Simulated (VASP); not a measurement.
Write the native input for VASP 6.6.1 that does the following.

```
Task                   : single point
Functional             : PBE
Potentials or basis    : VASP PAW PBE potentials, release 64 (Co)
Cutoff                 : 520 eV
k mesh                 : 12 × 12 × 7
Occupations            : fermi-dirac, width 0.05 eV
Spin                   : collinear spin, ferromagnetic start
Starting moments       : [2.0, 2.0] μB
Further INCAR settings : ALGO = Normal; EDIFF = 1e-07; NBANDS = 20
```

The structure of Co lies in POSCAR:

```
Co
1.0
    2.4873648738      0.0000000000      0.0000000000
   -1.2436824369      2.1541211692      0.0000000000
    0.0000000000      0.0000000000      4.0632895034
Co
2
Direct
    0.3333333333      0.6666666667      0.7401390000
    0.6666666667      0.3333333333      0.2598610000
```

The input as run:

INCAR

```
PREC = Accurate
ENCUT = 520
EDIFF = 1E-7
ISMEAR = -1
SIGMA = 0.05
LREAL = F
LASPH = T
NELM = 150
ALGO = Normal
ISIF = 2
LWAVE = F
LCHARG = F
ISPIN = 2
MAGMOM = 2 2
LORBIT = 11
LMAXMIX = 4
GGA = PE
NBANDS = 20
```

KPOINTS

```
regular mesh
0
Gamma
  12 12 7
```

Potentials or basis: VASP PAW PBE potentials, release 64 (Co).

The run is started by

```bash
$ cat potpaw_PBE.64/Co/POTCAR > POTCAR
$ mpirun -np 1 vasp_std > vasp.out
```

It gave:

```yaml
Pressure: 0.0 GPa
Largest_force: 0.481 eV/Å
Band_gap_on_the_k_mesh: none (metal or under the smearing width)
Net_moment: 3.26 μB per cell
Site_moments: Co +1.65 μB
Valence_electrons_inside_the_program's_atomic_spheres: Co 8.27
```

Run time: 67 s on 1 thread of Intel(R) Xeon(R) Platinum 8488C (Sapphire Rapids), on a shared host, peak memory 0.18 GiB.
